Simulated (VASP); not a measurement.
Ag, 1 atom in the cell. The typed cell holds 1 atom: a = 2.919 Å, b = 2.838 Å, c = 2.844 Å, α = 109.12°, β = 108.80°, γ = 110.39°. This isn't the form of Ag at room conditions, which is fcc. The cell isn't the ideal one: cell strained at random at fixed volume.

| Property | Result |
| --- | --- |
| Program | VASP 6.6.1 |
| Task | single point |
| Functional | PBE |
| Potentials or basis | VASP PAW PBE potentials, release 64 (Ag) |
| Cutoff | 520 eV |
| k mesh | 11 × 11 × 11 |
| Occupations | fermi-dirac, width 0.05 eV |
| Spin | no spin polarisation |
| Further INCAR settings | ALGO = Normal; EDIFF = 1e-07; NBANDS = 12 |

Potentials or basis: VASP PAW PBE potentials, release 64 (Ag).

Launch:

```console
$ cat potpaw_PBE.64/Ag/POTCAR > POTCAR
$ mpirun -np 1 vasp_std > vasp.out
```

Hardware: 1 thread of Intel(R) Xeon(R) Platinum 8559C (Emerald Rapids) (shared host).

**Question.** Estimate the wall time of this run.

**Answer.** Wall time 45 s on 1 thread of Intel(R) Xeon(R) Platinum 8559C (Emerald Rapids), on a shared host, peak memory 0.25 GiB. Counts: scf iterations 12, k points 666.
